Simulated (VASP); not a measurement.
Here is a VASP 6.6.1 calculation.

File INCAR:

```
ALGO     = Normal         # electronic algorithm
EDIFF    = 1E-7           # SCF threshold, eV
ENCUT    = 520            # plane-wave cutoff, eV
GGA      = PE             # functional
ISIF     = 2              # what is computed and relaxed
ISMEAR   = -1             # smearing method
IVDW     = 12             # dispersion correction
LASPH    = True           # aspherical terms in the spheres
LCHARG   = False          # write CHGCAR
LREAL    = Auto         
LWAVE    = False          # write WAVECAR
NBANDS   = 66             # bands
NELM     = 60             # most SCF steps
PREC     = Accurate       # precision mode
SIGMA    = 0.05           # smearing width, eV
```

KPOINTS

```
k-points
0
Gamma
  1 1 1
```

The input POSCAR:

```
H4CO
1.0
    7.3803230000      0.0000000000      0.0000000000
    0.0000000000      7.3803230000      0.0000000000
    0.0000000000      0.0000000000      7.3803230000
C O H
6 6 24
Direct
    0.8860994295      0.9222360593      0.2533628948
    0.4353332503      0.6629249153      0.6796586003
   -0.0746037809      0.7928108296      0.7771882071
    0.7067305862      0.4688954670      0.2056143071
    0.2405856763      0.3242270020      0.1806831490
    0.7174482743      0.2699746339      0.6948747365
    1.0541137563      0.9073180130      0.3544560313
    0.4683128367      0.8370500857      0.7486257715
   -0.0214760248      0.6372756314      0.8777664609
    0.6526408126      0.5807062916      0.0477079391
    0.3370177701      0.1916582784      0.2855159591
    0.8705852034      0.3557567873      0.6189837491
    0.7822150873      0.9739275639      0.3474780169
    1.1400856033      0.8313999265      0.2883613630
    0.8912889043      1.0291283999      0.1507522096
    0.8421447137      0.7920791543      0.1931351785
    0.3250941727      0.6897394599      0.5799746163
    0.5201398367      0.8274028115      0.8710187887
    0.5469679308      0.6124664192      0.5996756511
    0.3852541413      0.5483228851      0.7743157041
   -0.2218195599      0.8052493095      0.7857244188
    0.1075427187      0.6510826152      0.8841482954
   -0.0043223041      0.9155696844      0.8267388839
   -0.0311097495      0.7641535472      0.6391725674
    0.6192411904      0.3513125374      0.2133510959
    0.7602377294      0.6048651258     -0.0223702946
    0.8456133966      0.4327317382      0.1994357158
    0.6757698816      0.5420765460      0.3330206551
    0.3338607267      0.3970422433      0.0932615009
    0.2473604475      0.1379072434      0.3605804245
    0.1429205741      0.2628069259      0.0862699370
    0.1666051743      0.4343847823      0.2546636509
    0.7310655645      0.1345063082      0.7589234238
    0.9293495691      0.4311870903      0.7100637736
    0.6477900764      0.3436841450      0.8037995085
    0.6059490892      0.2442305032      0.5979548592
```

Potentials or basis: VASP PAW PBE potentials, release 64 (C, O, H).

Run with:

```sh
$ cat potpaw_PBE.64/C/POTCAR potpaw_PBE.64/O/POTCAR potpaw_PBE.64/H/POTCAR > POTCAR
$ mpirun -np 1 vasp_gam > vasp.out
```

(1) Estimate the dispersion energy per atom.

(2) What does it give for the pressure?

(3) Predict the band gap on the k mesh.

## Answers

(1) -0.034 eV.

(2) 0.2 GPa.

(3) 4.45 eV, direct.
